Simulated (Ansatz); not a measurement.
The system is CdSe.

```xyz
2
Lattice="3.5569 0.0000 0.0000 0.0000 3.5569 0.0000 0.0000 0.0000 3.5569" Properties=species:S:1:pos:R:3 pbc="T T T"
Cd    1.7784    1.7784    1.7784
Se    0.0000    0.0000    0.0000
```

The cell was built by a generator and needn't be a form met in nature.

| Property | Result |
| --- | --- |
| Program | Ansatz 0.2.0 |
| Task | relaxation of cell and atoms |
| Functional | PBEsol |
| Dispersion | D3(BJ) |
| Potentials or basis | Ansatz PAW |
| Cutoff | 420 eV (not typed: the program's choice for these potentials) |
| k mesh | 8 × 8 × 8 |
| Occupations | fermi-dirac, width 0.05 eV |
| Spin | no spin polarisation |

At the start: volume 22.50 Å³/atom.

Problem. How do energy, volume and symmetry change on relaxing?

Solution. It ends after 6 steps and the volume is 20.18 Å³/atom (-10.3 %); space group Pm-3m (No. 221, to 0.05 Å).

Step by step:
```tsv
step	energy change (eV)	largest force (eV/Å)	volume (Å³)
1	0.0000	0.0000	45.00
2	-0.0892	0.0000	38.80
3	-0.1039	0.0000	40.72
4	-0.1047	0.0000	40.39
5	-0.1047	0.0000	40.37
6	-0.1038	0.0000	40.37
```

Final structure:
```xyz
2
Lattice="3.4303 0.0000 0.0000 0.0000 3.4303 0.0000 0.0000 0.0000 3.4303" Properties=species:S:1:pos:R:3 pbc="T T T"
Cd    1.7152    1.7152    1.7152
Se    0.0000    0.0000    0.0000
```

Caveat: the plane-wave basis is chosen anew once the cell has moved, so the energies of steps on either side of that aren't comparable; pairwise dispersion overbinds metals, which lowers pressure and volume; the PAW data sets come from PBE, with cores solved anew for the run's functional, which leaves a small shift of forces and pressure.
